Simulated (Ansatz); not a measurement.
# PbF2 (fluorite): how the settings move a single-point run

Question: which choices in the input matter for PbF2 (fluorite)?

Computed with Ansatz 0.2.0 (reference: DFT r2SCAN, scalar-relativistic, plane waves, PAW, unless a step's input says otherwise).

### 1 The system as given

It takes space group Fm-3m (No. 225, cubic). The conventional cell has a = 5.921 Å, b = 5.921 Å, c = 5.921 Å, α = 90.00°, β = 90.00°, γ = 90.00°. Pb (site symmetry m-3m) is surrounded by 8 F at 2.56 Å. Around F (site symmetry -43m) lie 4 Pb at 2.56 Å.

As a file:

```
CELL_PARAMETERS angstrom
0.00000 2.96046 2.96046
2.96046 0.00000 2.96046
2.96046 2.96046 0.00000
ATOMIC_POSITIONS crystal
Pb 0.00000 0.00000 0.00000
F 0.25000 0.25000 0.25000
F 0.75000 0.75000 0.75000
```

### 2 Reference

Contents of input.yaml:

```yaml
crystal:
  lattice:
    - [0.0, 2.9604591747, 2.9604591747]
    - [2.9604591747, 0.0, 2.9604591747]
    - [2.9604591747, 2.9604591747, 0.0]
  atoms:
    - { symbol: Pb, position: [0.0, 0.0, 0.0] }
    - { symbol: F, position: [0.25, 0.25, 0.25] }
    - { symbol: F, position: [0.75, 0.75, 0.75] }
basis:
  ecutwfc: 500
  ecutrho_ratio: 4
kpoints:
  mp_grid: { grid: [8, 8, 8] }
hamiltonian:
  xc: r2scan
scf:
  occupations: { method: gaussian, width: 0.05 }
output:
  forces: true
  stress: true
  eigenvalues: true
```

On the command line:

```console
> ansatz run input.yaml --threads 4 --pin off --max-ram 7168MiB --backend cpu --events-out ev --progress --plain --runs-dir out
```

The main lines of its log:

```text
[...]
Basis set: ecut = 500 eV, 1363 PW (Γ), exchange–correlation on 128×128×128 points (64 copies of the dense FFT grid, shifted against one another)
[...]
k-points: 29 of 512
[...]
SCF iter   1: F=—  HF=-13542.208989 eV  |F-HF|=—  |Δ(HF+E_count)|=         —  Δρ=9.38e-3  dr2=4.13e-2  dr2_τ=5.63e-2  ethr=1.77e-3  ⟨swp⟩=5.8  Hψ=2623  notcnv=0
preconditioner: auto → none  [insulator: Δε(μ)=5.035 eV  Ē_g=18.196 eV  σ=0.050 eV  W_gap=1.00  n_scr=14 (ndim 8)  ℏωp=27.3 eV  f_vac=0.127  D(μ)=0.00/eV (n_scr^D=0)  ε∞_Penn≈3.2]
SCF iter   2: F=—  HF=-13542.239324 eV  |F-HF|=—  |Δ(HF+E_count)|=   3.03e-2  Δρ=5.56e-3  dr2=5.47e-3  dr2_τ=1.44e-3  ethr=1.48e-4  ⟨swp⟩=2.0  Hψ=1276  notcnv=0
[...]
SCF iter   6: F=—  HF=-13542.238021 eV  |F-HF|=—  |Δ(HF+E_count)|=   7.09e-7  Δρ=1.91e-5  dr2=1.75e-7  dr2_τ=8.25e-9  ethr=5.14e-9  ⟨swp⟩=2.0  Hψ=870  notcnv=0
SCF iter   7: F=-13542.238021 eV  HF=-13542.238021 eV  |F-HF|=2.59e-9  |Δ(HF+E_count)|=   1.36e-8  Δρ=2.94e-6  dr2=3.99e-9  dr2_τ=1.67e-10  ethr=3.57e-10  ⟨swp⟩=5.0  Hψ=2074  notcnv=0
[...]
SCF converged after 7 iterations
Free energy (F): -13542.238021 eV
[...]
E sigma→0 (E₀):  -13542.238021 eV
Fermi energy:    7.167802 eV
[...]
  P = ⅓ Tr σ = 0.0123 GPa (0.123 kbar)
[...]
```

Wall time 2.5 s (4 threads of Arm Neoverse N1, shared host); peak memory 0.45 GiB.

### 3 Changing settings: ecutwfc 400 eV, preconditioner kerker_dos

Edit input.yaml of step 2 so:

```diff
@@ -10,3 +10,3 @@
 basis:
-  ecutwfc: 500
+  ecutwfc: "400 eV"
   ecutrho_ratio: 4
@@ -18,2 +18,3 @@
   occupations: { method: gaussian, width: 0.05 }
+  mixing: { preconditioner: kerker_dos }
 output:
@@ -21,2 +22 @@
   stress: true
-  eigenvalues: true
```

On the command line:

```console
> ansatz run input.yaml --threads 4 --pin off --max-ram 7168MiB --backend cpu --events-out ev --progress --plain --runs-dir out
```

Output, shortened:

```text
Warning: basis.ecutwfc = 400 eV is below the records' recommended 500 eV, and the density's cutoff is lower with it unless basis.ecutrho_ratio is high enough to keep the records' density cutoff: compare with a run at a higher cutoff
Warning: basis.ecutrho_ratio = 4 (ecutrho = 1600 eV) is below the records' recommended 2000 eV
Warning: RAYON_NUM_THREADS=4 ignored (pool sized by the plan → 4); use --threads N
[...]
Pseudopotentials: kind: paw
Pseudopotential: Pb, paw, valence charge 14, recommended cutoff 500 eV (meta_gga), Pb.paw.azcp
Pseudopotential: F, paw, valence charge 7, recommended cutoff 500 eV (meta_gga), F.paw.azcp
Functional definition: r2SCAN
[...]
Crystal: 3 atoms, lattice volume = 51.893 Å³
Basis set: ecut = 400 eV, 941 PW (Γ), exchange–correlation on 120×120×120 points (64 copies of the dense FFT grid, shifted against one another)
Bands: 18, of which v1, the nominal top of the filled ones, is band 14 counted from 1 (13 counted from 0)
Symmetry: 48 space group operations
Space group: Fm-3m (ITA 225), of the structure as read, at distance tolerance 3.7e-5 Å
k-points: 29 of 512
[...]
SCF iter   1: F=—  HF=-13542.191927 eV  |F-HF|=—  |Δ(HF+E_count)|=         —  Δρ=9.30e-3  dr2=4.04e-2  dr2_τ=5.93e-2  ethr=1.77e-3  ⟨swp⟩=5.9  Hψ=2693  notcnv=0
[...]
SCF iter   7: F=-13542.220426 eV  HF=-13542.220426 eV  |F-HF|=3.44e-9  |Δ(HF+E_count)|=   1.28e-8  Δρ=3.37e-6  dr2=5.50e-9  dr2_τ=2.20e-10  ethr=3.57e-10  ⟨swp⟩=4.0  Hψ=1653  notcnv=0
[...]
SCF converged after 7 iterations
Free energy (F): -13542.220426 eV
[...]
E sigma→0 (E₀):  -13542.220426 eV
Fermi energy:    7.167302 eV
[...]
--- Forces (eV/Å), atoms counted from 1 ---
  atom   1  Pb    -0.00000000     0.00000000     0.00000000
  atom   2  F     -0.00000000     0.00000000     0.00000000
  atom   3  F      0.00000000     0.00000000     0.00000000
[...]
--- Stress (GPa, compression-positive) ---
        0.012476       0.000000      -0.000000
        0.000000       0.012476      -0.000000
        0.000000       0.000000       0.012476
  P = ⅓ Tr σ = 0.0125 GPa (0.125 kbar)
```

Wall time 1.9 s (4 threads of Arm Neoverse N1, shared host); peak memory 0.41 GiB.

Changing the cutoff and mixing moves the energy by +5.9 meV/atom. The lower cutoff gives the higher energy: the smaller basis describes the state less well. The log warns that the cutoff is under what these potentials recommend, so the shift is basis error.

### 4 Changed: scf.algorithm direct_min, mixing.algorithm anderson, mixing.beta 0.05, mixing.ndim 8

Edit input.yaml of step 2 so:

```diff
@@ -18,2 +18,4 @@
   occupations: { method: gaussian, width: 0.05 }
+  algorithm: direct_min
+  mixing: { algorithm: anderson, beta: 0.05, ndim: 8 }
 output:
@@ -21,2 +23,5 @@
   stress: true
-  eigenvalues: true
+  write_density: true
+  write_potential: true
+  elf: true
+  volumetric_format: npy
```

On the command line:

```console
> ansatz run input.yaml --threads 4 --pin off --max-ram 7168MiB --backend cpu --events-out ev --progress --plain --runs-dir out
```

Output, shortened:

```text
Warning: RAYON_NUM_THREADS=4 ignored (pool sized by the plan → 4); use --threads N
[...]
[... 4 set-up lines as earlier in the session ...]
[...]
Crystal: 3 atoms, lattice volume = 51.893 Å³
Basis set: ecut = 500 eV, 1363 PW (Γ), exchange–correlation on 128×128×128 points (64 copies of the dense FFT grid, shifted against one another)
Bands: 18, of which v1, the nominal top of the filled ones, is band 14 counted from 1 (13 counted from 0)
[... 2 set-up lines as earlier in the session ...]
k-points: 29 of 512
[...]
SCF converged after 5 iterations
Stability not checked: this state was not tested for a lower state beside it, because a direct minimisation reached the state, and no test of it is asked (direct_minimisation; see scf.lower_state_search)
Free energy (F): -13542.238021 eV
[...]
E sigma→0 (E₀):  -13542.238021 eV
Fermi energy:    7.167848 eV
[...]
--- Forces (eV/Å), atoms counted from 1 ---
  atom   1  Pb     0.00000000     0.00000000     0.00000000
  atom   2  F      0.00000000    -0.00000000     0.00000000
  atom   3  F      0.00000000    -0.00000000    -0.00000000
[...]
--- Stress (GPa, compression-positive) ---
        0.012227      -0.000000       0.000000
        0.000000       0.012227      -0.000000
        0.000000       0.000000       0.012227
  P = ⅓ Tr σ = 0.0122 GPa (0.122 kbar)
--- Band table (eV; the first three rows and the last of 29) ---
  k-point 0: bands = ["-17.7267", "-17.1360", "-10.2136", "-10.2136", "-10.2136", "-10.1693", "-10.1693", "0.1777", "2.0142", "2.0142", "2.0142", "2.5226", "2.5226", "2.5226", "12.0085", "12.0085", "12.0085", "15.3987"]
[...]
```

Run time: 5.7 s. Hardware: 4 threads of Arm Neoverse N1, shared host; peak memory 0.45 GiB.

The changed solver and mixing doesn't alter the result here (within 0.5 meV/atom).

### 5 Variant: ecutrho_ratio 6, lower_state_search off

Edit input.yaml of step 2 so:

```diff
@@ -11,3 +11,3 @@
   ecutwfc: 500
-  ecutrho_ratio: 4
+  ecutrho_ratio: 6
 kpoints:
@@ -18,2 +18,3 @@
   occupations: { method: gaussian, width: 0.05 }
+  lower_state_search: "off"
 output:
@@ -21,2 +22 @@
   stress: true
-  eigenvalues: true
```

On the command line:

```console
> ansatz run input.yaml --threads 4 --pin off --max-ram 7168MiB --backend cpu --events-out ev --progress --plain --runs-dir out
```

Output, shortened:

```text
Warning: RAYON_NUM_THREADS=4 ignored (pool sized by the plan → 4); use --threads N
[...]
[... 4 set-up lines as earlier in the session ...]
[...]
Crystal: 3 atoms, lattice volume = 51.893 Å³
Basis set: ecut = 500 eV, 1363 PW (Γ), exchange–correlation on 160×160×160 points (64 copies of the dense FFT grid, shifted against one another)
Bands: 18, of which v1, the nominal top of the filled ones, is band 14 counted from 1 (13 counted from 0)
[... 2 set-up lines as earlier in the session ...]
k-points: 29 of 512
[...]
SCF iter   1: F=-13542.220376 eV  HF=-13542.208954 eV  |F-HF|=1.14e-2  |Δ(HF+E_count)|=         —  Δρ=9.38e-3  dr2=4.13e-2  dr2_τ=5.63e-2  ethr=1.77e-3  ⟨swp⟩=5.8  Hψ=2739  notcnv=0
[...]
SCF iter   7: F=-13542.238021 eV  HF=-13542.238021 eV  |F-HF|=2.60e-9  |Δ(HF+E_count)|=   1.36e-8  Δρ=2.95e-6  dr2=4.02e-9  dr2_τ=1.68e-10  ethr=3.57e-10  ⟨swp⟩=4.0  Hψ=1653  notcnv=0
[...]
SCF converged after 7 iterations
Free energy (F): -13542.238021 eV
[...]
E sigma→0 (E₀):  -13542.238021 eV
Fermi energy:    7.167801 eV
[...]
--- Forces (eV/Å), atoms counted from 1 ---
  atom   1  Pb    -0.00000000     0.00000000    -0.00000000
  atom   2  F     -0.00000000    -0.00000000    -0.00000000
  atom   3  F      0.00000000     0.00000000     0.00000000
[...]
--- Stress (GPa, compression-positive) ---
        0.012218       0.000000       0.000000
       -0.000000       0.012218      -0.000000
        0.000000       0.000000       0.012218
  P = ⅓ Tr σ = 0.0122 GPa (0.122 kbar)
```

Wall time 3.1 s (4 threads of Arm Neoverse N1, shared host); peak memory 0.59 GiB.

Changing the numerical grids and search for lower states hardly moves the energy: 0.0 meV/atom.

### 6 Variant: xc lda

Edit input.yaml of step 2 so:

```diff
@@ -15,3 +15,3 @@
 hamiltonian:
-  xc: r2scan
+  xc: lda
 scf:
@@ -21,2 +21,5 @@
   stress: true
-  eigenvalues: true
+  write_density: true
+  write_potential: true
+  elf: true
+  volumetric_format: npy
```

On the command line:

```console
> ansatz run input.yaml --threads 4 --pin off --max-ram 7168MiB --backend cpu --events-out ev --progress --plain --runs-dir out
```

Output, shortened:

```text
Warning: RAYON_NUM_THREADS=4 ignored (pool sized by the plan → 4); use --threads N
[...]
[... 1 set-up line as earlier in the session ...]
Pseudopotential: Pb, paw, valence charge 14, recommended cutoff 420 eV (normal), Pb.paw.azcp
Pseudopotential: F, paw, valence charge 7, recommended cutoff 420 eV (normal), F.paw.azcp
Functional definition: SPW92
[...]
Crystal: 3 atoms, lattice volume = 51.893 Å³
Basis set: ecut = 500 eV, 1363 PW (Γ)
Bands: 18, of which v1, the nominal top of the filled ones, is band 14 counted from 1 (13 counted from 0)
[... 2 set-up lines as earlier in the session ...]
k-points: 29 of 512
[...]
SCF iter   1: F=—  HF=-13191.281513 eV  |F-HF|=—  |Δ(HF+E_count)|=         —  Δρ=1.90e-2  dr2=1.47e-1  ethr=1.77e-3  ⟨swp⟩=6.0  Hψ=2628  notcnv=0
[...]
SCF iter   6: F=-13191.241427 eV  HF=-13191.241427 eV  |F-HF|=2.23e-9  |Δ(HF+E_count)|=   2.40e-7  Δρ=5.10e-6  dr2=6.16e-9  ethr=3.57e-10  ⟨swp⟩=10.1  Hψ=3732  notcnv=0
[...]
SCF converged after 6 iterations
Free energy (F): -13191.241427 eV
[...]
E sigma→0 (E₀):  -13191.241427 eV
Fermi energy:    6.726993 eV
[...]
--- Forces (eV/Å), atoms counted from 1 ---
  atom   1  Pb    -0.00000000     0.00000000    -0.00000000
  atom   2  F     -0.00000000    -0.00000000     0.00000000
  atom   3  F      0.00000000    -0.00000000     0.00000000
[...]
--- Stress (GPa, compression-positive) ---
       -4.291085      -0.000000      -0.000000
       -0.000000      -4.291085      -0.000000
        0.000000       0.000000      -4.291085
  P = ⅓ Tr σ = -4.2911 GPa (-42.911 kbar)
--- Band table (eV; the first three rows and the last of 29) ---
  k-point 0: bands = ["-16.1226", "-15.4478", "-9.6701", "-9.6701", "-9.6701", "-9.5942", "-9.5942", "-0.1126", "2.1069", "2.1069", "2.1069", "2.6087", "2.6087", "2.6087", "11.2035", "11.2035", "11.2035", "14.8780"]
[...]
```

Run time: 1.8 s. Hardware: 4 threads of Arm Neoverse N1, shared host; peak memory 0.31 GiB.

After a change of functional the difference of the totals has no physical meaning; the pressure goes from 0.0 to -4.3 GPa and the gap on the mesh goes from 4.93 to 4.26 eV. At this fixed cell a lower pressure means that this functional prefers a smaller volume than the reference.

### 7 All runs together

```csv
run,ending,energy change,pressure (GPa),gap (eV),force (eV/Å),cycles,time
reference,converged,0,0.0,4.93,0.00,7,2.5 s
"1: ecutwfc 400 eV, preconditioner kerker_dos",converged,+5.9 meV/atom,0.0,4.93,0.00,7,1.9 s
"2: scf.algorithm direct_min, mixing.algorithm anderson, mixing.beta 0.05, mixing.ndim 8",converged,0.0 meV/atom,0.0,4.93,0.00,5,5.7 s
"3: ecutrho_ratio 6, lower_state_search off",converged,0.0 meV/atom,0.0,4.93,0.00,7,3.1 s
4: xc lda,converged,not comparable,-4.3,4.26,0.00,6,1.8 s
```

Times don't compare one to one where runs were asked for different outputs or read a saved state (see the inputs); cycles may leave out searches for a lower state.

Residual by cycle in the longest SCF loop of each run; runs are numbered as in the table. The quantity is the density residual dr2, in eV.

```csv
cycle,reference,run 1,run 2,run 3,run 4
1,0.0413,0.0404,0.0405,0.0413,0.147
2,0.00547,0.00484,0.00987,0.00547,0.0611
3,8.8e-4,9.1e-4,1.5e-4,8.8e-4,6.6e-4
4,5.7e-5,8.0e-5,3.9e-7,5.7e-5,2.3e-5
5,1.4e-6,2.6e-6,1.1e-8,1.4e-6,5.7e-7
6,1.7e-7,2.1e-7,-,1.8e-7,6.2e-9
7,4.0e-9,5.5e-9,-,4.0e-9,-
```

Of the converged runs whose energies compare with the reference's, «ecutwfc 400 eV, preconditioner kerker_dos» moves the energy most (+5.9 meV/atom). Run 1 ran under the cutoff that the potentials recommend, as the log warns, so basis error is mixed into its values. The gap of the reference lacks spin-orbit coupling, though the cell holds Pb.

These are semilocal Kohn-Sham gaps, which aren't the measured quantity. Such gaps usually fall short of the measured ones; spin-orbit coupling, left out here, narrows gaps with Pb, so the two errors partly cancel.
